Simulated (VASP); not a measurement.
Input of a VASP 6.6.1 run:

The input INCAR:

```
SYSTEM = CaS
PREC = Accurate
ENCUT = 520
EDIFF = 1E-7
ISMEAR = 0
SIGMA = 0.5
LREAL = .False.
LASPH = .True.
NELM = 100
ALGO = Normal
ISIF = 2
LWAVE = .False.
LCHARG = .True.
GGA = PS
LELF = .True.
LVHAR = .True.
NBANDS = 15
```

The input KPOINTS:

```
regular mesh
0
Gamma
  8 8 8
  0 0 0
```

Contents of POSCAR:

```
CaS
1.0
    0.0000000000      2.8202400000      2.8202400000
    2.8202400000      0.0000000000      2.8202400000
    2.8202400000      2.8202400000      0.0000000000
Ca S
1 1
Direct
    0.0000000000      0.0000000000      0.0000000000
    0.5000000000      0.5000000000      0.5000000000
```

Potentials or basis: VASP PAW PBE potentials, release 64 (Ca_sv, S).

Launch:

```console
$ cat potpaw_PBE.64/Ca_sv/POTCAR potpaw_PBE.64/S/POTCAR > POTCAR
$ mpirun -np 1 vasp_std > vasp.out
```

Question: Estimate the pressure.

Answer: 0.0 GPa.

Question: Estimate the band gap on the k mesh.

Answer: 2.16 eV, indirect (least direct gap 3.00 eV).

Caveat: the PAW data sets were made with another functional, which shifts forces and pressure a little. A k mesh can miss the band edges.
